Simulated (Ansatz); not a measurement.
CuAu: equation of state with PBE0

Crystal: CuAu.

```xyz
2
Lattice="1.4431 0.8331 4.2562 -1.4431 0.8331 4.2562 0.0000 -1.6663 4.2562" Properties=species:S:1:pos:R:3 pbc="T T T"
Au    0.0000    0.0000    0.0000
Cu    0.0000    0.0000    6.3843
```

The cell comes from a database or a generator and needn't be the stable form of this composition.

```
Program             : Ansatz 0.2.0
Task                : equation of state
Functional          : PBE0
Potentials or basis : Ansatz PAW
Cutoff              : 420 eV
Density cutoff      : 1680 eV
k mesh              : 6 × 6 × 6
Occupations         : fermi-dirac, width 0.05 eV
Spin                : no spin polarisation
```

The equilibrium volume is 15.16 Å³/atom. The bulk modulus at fixed shape and positions is 138 GPa and the pressure derivative of the bulk modulus is 5.3 (rough: it moves with the points fitted).

Energy against volume, from the lowest point:
| volume (Å³/atom) | energy (meV/atom) |
| --- | --- |
| 14.430 | 16.57 |
| 14.737 | 5.06 |
| 15.044 | 0.00 |
| 15.351 | 0.60 |
| 15.658 | 6.15 |
| 15.965 | 15.95 |
| 16.272 | 29.80 |

All runs of the series together: 3 min on 2 threads of AMD EPYC 7R13 Processor (Zen 3) (shared host).

Caveat: the k mesh is coarse (spacing up to 0.43 Å⁻¹), so the values aren't converged, least of all with exact exchange; the cell was scaled at fixed shape and fractional positions, which overstates the stiffness of a crystal with free parameters, most of all of layers and chains; the PAW data sets were made with another functional, which shifts forces and pressure a little. Spin-orbit coupling is left out, which matters for the levels of Au.
